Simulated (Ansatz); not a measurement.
Crystal: FeNi3 (Awaruite).

```
CELL_PARAMETERS angstrom
3.54500 0.00000 0.00000
0.00000 3.54500 0.00000
0.00000 0.00000 3.54500
ATOMIC_POSITIONS crystal
Ni 0.50000 0.50000 0.00000
Ni 0.50000 0.00000 0.50000
Ni 0.00000 0.50000 0.50000
Fe 0.00000 0.00000 0.00000
```

Alike in all runs: program Ansatz 0.2.0; functional PBEsol; potentials or basis Ansatz PAW; cutoff 420 eV (not typed: the program's choice for these potentials); k mesh 8 × 8 × 8; occupations fermi-dirac, width 0.05 eV.

Starts and where they ended:

```tsv
start	free energy over the lowest (meV/atom)	net moment (μB)	site or absolute moments (μB)	gap
no spin polarisation	257.5	-	-	none (metal or under the smearing width)
collinear spin, ferromagnetic start of up to 3 μB	0.0	4.87	Ni +0.70; Fe +2.91	none (metal or under the smearing width)
collinear spin, ferromagnetic start of up to 4.5 μB	0.0	4.87	Ni +0.70; Fe +2.91	none (metal or under the smearing width)
collinear spin, antiferromagnetic start of up to 3 μB	0.0	-4.87	Ni -0.70; Fe -2.91	none (metal or under the smearing width)
collinear spin, random start of up to 1.72 μB	0.0	4.87	Ni +0.70; Fe +2.91	none (metal or under the smearing width)
collinear spin, ferrimagnetic start of up to 1.5 μB	0.0	-4.87	Ni -0.70; Fe -2.91	none (metal or under the smearing width)
```

Allowing spin polarisation gains 257 meV/atom. A still lower state may exist.

Caveats: the starting moments weren't kept (some runs).
